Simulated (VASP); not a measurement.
A run of VASP 6.6.1:

The input INCAR:

```
  ALGO = Normal
  EDIFF = 1E-7
  EDIFFG = -0.005
  ENCUT = 600
  GGA = PS
  IBRION = 2
  ISIF = 3
  ISMEAR = 1
  KPAR = 2
  LASPH = T
  LCHARG = F
  LREAL = F
  LWAVE = F
  NELM = 80
  NSW = 90
  PREC = Accurate
  SIGMA = 0.1
```

File KPOINTS:

```
k-points
0
Gamma
  8 8 8
```

The input POSCAR:

```
Ti3Pt                                   
1.0
    4.9790320535     -0.0000000000      0.0000000000
    0.0000000000      4.9790320535      0.0000000000
    0.0000000000      0.0000000000      4.9790320535
  Ti              Pt            
     6     2
Direct
     0.2500000000000000    0.0000000000000000    0.5000000000000000
     0.5000000000000000    0.7500000000000000    0.0000000000000000
     0.7500000000000000    0.0000000000000000    0.5000000000000000
     0.5000000000000000    0.2500000000000000    0.0000000000000000
     0.0000000000000000    0.5000000000000000    0.7500000000000000
     0.0000000000000000    0.5000000000000000    0.2500000000000000
     0.0000000000000000    0.0000000000000000    0.0000000000000000
     0.5000000000000000    0.5000000000000000    0.5000000000000000
```

Potentials or basis: VASP PAW PBE potentials, release 64 (Ti_sv, Pt).

Run with:

```bash
$ cat potpaw_PBE.64/Ti_sv/POTCAR potpaw_PBE.64/Pt/POTCAR > POTCAR
$ mpirun -np 2 vasp_std > vasp.out
```

Hardware: 2 MPI ranks on Intel(R) Xeon(R) 6975P-C (Granite Rapids), on a shared host.

Estimate the wall time of this run.

It took 63 s on 2 MPI ranks on Intel(R) Xeon(R) 6975P-C (Granite Rapids), with other jobs on the host, peak memory 0.38 GiB a rank. Counts: scf iterations 16, k points 35, ion steps 1.
